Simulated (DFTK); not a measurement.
Crystal: ZnO (zincite).

```xyz
4
Lattice="3.2493 0.0000 0.0000 -1.6247 2.8140 0.0000 0.0000 0.0000 5.2057" Properties=species:S:1:pos:R:3 pbc="T T T"
Zn    1.6247    0.9380    0.0000
Zn    0.0000    1.8760    2.6029
O     0.0000    1.8760    4.5759
O     1.6247    0.9380    1.9730
```

Base run:

```yaml
Program: DFTK 0.8.2
Functional: PBE
Potentials_or_basis: SG15 1.2 (PBE)
Cutoff: 952 eV
k_mesh: 7 × 7 × 4
Occupations: fermi-dirac, width 0.05 eV
Spin: no spin polarisation
```

Its results: band gap on the k mesh 0.87 eV, direct.

Q: The run is repeated on the same cell with these changes: functional from PBE to PBE0; k mesh from 7 × 7 × 4 to 2 × 2 × 1. What comes out?

A: Band gap on the k mesh 3.44 eV, direct.

Several settings changed at once, so the effect can't be laid on one alone.

Caveats: some runs use coarse meshes; the program's treatment of exact exchange at zero wave vector lowers gaps by one to five hundredths of an eV on this mesh and cutoff (some runs); an odd mesh through Γ misses points on the zone boundary, where band edges often lie (some runs).

Not every run made on this cell is shown here.
